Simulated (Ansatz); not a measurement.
# Te2Pt: the cost of one run

Computed with Ansatz 0.2.0 (DFT PBE, scalar-relativistic, plane waves, PAW, unless a step's input says otherwise).

The COD entry's cell or inner coordinates are ideal or old and differ from later refinements, so a difference from it is no clean test against experiment.

31 further runs of the same task are left out: 31 set aside as unsound or not needed. Runs told in other sessions of the task aren't counted.

### 1 The system as given

The structure is trigonal, space group P-3m1 (No. 164). The conventional cell has a = 4.089 Å, b = 4.089 Å, c = 5.388 Å, α = 90.00°, β = 90.00°, γ = 120.00°. Te (site symmetry 3m) has 3 Pt at 2.73 Å in its first shell of neighbours. Around Pt (site symmetry -3m) lie 6 Te at 2.73 Å.

As a file:

```
Te Pt
1.0
     4.08859    0.00000    0.00000
    -2.04430    3.54082    0.00000
     0.00000    0.00000    5.38846
Te Pt
2 1
Cartesian
  0.0000 2.3605 1.3626
  2.0443 1.1803 4.0259
  0.0000 0.0000 0.0000
```

This cell was relaxed beforehand with the same method: volume 26.00 Å³/atom, gap on the mesh none (metal).

### 4 Setting up the map

The energy is mapped over volume and a fixed ferromagnetic moment.

- volume per atom: 7 values from 19.50 to 32.50 Å³
- total spin moment of the cell, held fixed: 9 values from 0.000 to 0.500 μB

Nothing else is relaxed (shape and fractional coordinates fixed). Points are written as (first, second).

(The set-up runs are not shown.)

### 5 Grid point (19.50 Å³, 0.000 μB)

The input, input.yaml:

```yaml
crystal:
  lattice:
    - [3.7147212875, 0.0, 0.0]
    - [-1.8573606437, 3.217043003, 0.0]
    - [0.0, 0.0, 4.8957282819]
  atoms:
    - { symbol: Te, position: [0.3333333333, 0.6666666667, 0.2528728645] }
    - { symbol: Te, position: [0.6666666667, 0.3333333333, 0.7471271355] }
    - { symbol: Pt, position: [0.0, 0.0, 0.0] }
basis:
  ecutwfc: 420
kpoints:
  mp_grid: { grid: [12, 12, 8] }
hamiltonian:
  xc: pbe
  pseudopotentials: { kind: paw, azcp: { folder: soft_1 } }
scf:
  occupations: { method: gaussian, width: 0.15 }
  lower_state_search: "off"
output:
  forces: true
  stress: true
  eigenvalues: true
```

On the command line:

```sh
> ansatz run input.yaml --threads 2 --pin off --max-ram 4096MiB --backend cpu --events-out ev --progress --plain --runs-dir out
```

**Question.** How long does this run take on 2 threads of Arm Neoverse N1, shared host, and how much memory does it need?

About 11 s, with a peak of 0.44 GiB.
